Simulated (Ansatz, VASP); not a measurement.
**Two plane-wave programs on Rh**

```
CELL_PARAMETERS angstrom
2.48100 0.00000 0.00000
0.00000 2.48100 0.00000
0.00000 0.00000 2.48100
ATOMIC_POSITIONS crystal
Rh 0.00000 0.00000 0.00000
```

Alike in both runs: task single point; functional LDA; k mesh 14 × 14 × 14; occupations fermi-dirac, width 0.1 eV; no spin polarisation.

|  | VASP | Ansatz |
| --- | --- | --- |
| version | VASP 6.6.1 | Ansatz 0.2.0 |
| potentials or method | VASP PAW LDA potentials, release 64 (Rh_pv) | plane waves (420 eV) with PAW, scalar-relativistic |
| plane-wave cutoff (eV) | 520 | 420 |
| valence electrons in the cell | 15 | 17 |

Ansatz gave:

| Quantity | Value |
| --- | --- |
| pressure (GPa) | -0.2 |

Task: Which values does VASP return?

Result: Pressure (GPa): 0.5.

The two sets of potentials don't hold the same shells in valence. Ansatz warned: «pseudo_functional_mismatch».
